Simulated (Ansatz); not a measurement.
**PbS: energy along a strain**

PbS, Fm-3m, a = 5.930 Å (as given, not relaxed at this level: 2.3 GPa). Ansatz: PBE, PAW, 420 eV, Γ-centred 10×10×10 mesh on 2 atoms, Gaussian smearing 0.03 eV; no spin polarisation. Cell vectors (Å): 0.000 2.965 2.965; 2.965 0.000 2.965; 2.965 2.965 0.000. The cell is strained by x per cent times the pattern (1 1 0 0 0 0) in the order xx yy zz yz xz xy (engineering shears), with fractional coordinates held. y is the free energy over the start, V0 = 26.066 Å³/atom.

```tsv
x (%)	y (meV/atom)
-4.00	79.91
-3.00	49.57
-2.00	26.54
-1.00	10.25
0.00	0.00
1.00	-4.82
2.00	-4.80
3.00	-0.47
3.50	3.16
4.00	?
```

Question: Fit y = c1 x + c2 x² + c3 x³ to the other rows, get the stiffness along the pattern, and predict the missing energy.

Answer: Least squares on the rows shown. y = −7.4273 x + 2.7309 x² − 0.10127 x³. The clamped-ion stiffness p·C·p = 2 × 27.31 eV × 160.2 / 26.066 Å³ = 336 GPa (second derivative at the start, which stands under stress). At x = 4.00 the fit asked for gives 7.50 meV/atom. The run gave 7.69 meV/atom, so the fit is 0.19 meV/atom too low, 0.22 % of the span of the series, against an rms of 0.04 meV/atom on the fitted rows. The row lies outside the fitted range. With a term in x⁴ added, a fit to the same known rows predicts 7.66 meV/atom, so most of the miss is curvature that the known rows already hold.

Spin–orbit coupling is left out, which can shift energies with elements as heavy as these.